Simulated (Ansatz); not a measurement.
# KI: the cost of one run

Code: Ansatz 0.2.0. PAW datasets, plane waves. Spin-unpolarised throughout; all numbers are computed.

### 1 Starting point

The unstrained cell was relaxed with r2SCAN; in each strained cell the atoms were relaxed again with r2SCAN. Names of k-points are those of the unstrained zone, where strain can split equivalent points. First state: no strain.

Space group P6_3/mmc (No. 194), hexagonal; a = 4.899 Å, c = 8.591 Å in the conventional setting, 44.65 Å³ an atom. K has 6 I at 3.55 Å; I has 6 K at 3.55 Å.

As a file:

```
CELL_PARAMETERS angstrom
2.44984 -4.24281 0.00000
2.44984 4.24281 0.00000
0.00000 0.00000 8.59082
ATOMIC_POSITIONS crystal
K 0.50000 0.50000 0.50000
K 0.50000 0.50000 0.00000
I 0.83340 0.16660 0.25000
I 0.16660 0.83340 0.75000
```

### 2 No strain: PBE

Contents of input.yaml:

```yaml
crystal:
  lattice:
    - [2.4498407208, -4.2428072698, 0.0]
    - [2.4498407208, 4.2428072698, 0.0]
    - [0.0, 0.0, 8.5908180129]
  atoms:
    - { symbol: K, position: [0.5, 0.5, 0.5] }
    - { symbol: K, position: [0.5, 0.5, 0.0] }
    - { symbol: I, position: [0.8333973524, 0.1666026476, 0.25] }
    - { symbol: I, position: [0.1666026476, 0.8333973524, 0.75] }
kpoints:
  mp_grid: { grid: [6, 6, 4] }
  band_path:
    path:
      - [0.0, 0.0, 0.0]
      - [2.60029e-05, 0.499993499, 0.0]
      - [-0.3332943289, 0.6666406635, 0.0]
      - [0.0, 0.0, 0.5]
      - [2.60029e-05, 0.499993499, 0.5]
      - [-0.3332943289, 0.6666406635, 0.5]
    npoints: 1
hamiltonian:
  xc: pbe
scf:
  occupations: { method: fermi_dirac, width: 0.02 }
  n_extra_bands: 5
output:
  forces: true
  stress: true
  eigenvalues: true
```

Command:

```sh
> ansatz run input.yaml --threads 4 --pin off --max-ram 4608MiB --backend cpu --events-out ev --progress --plain --runs-dir out
```

What time and memory should one allow on 4 threads of Arm Neoverse V2, shared host?

About 3.1 s, with a peak of 0.55 GiB.
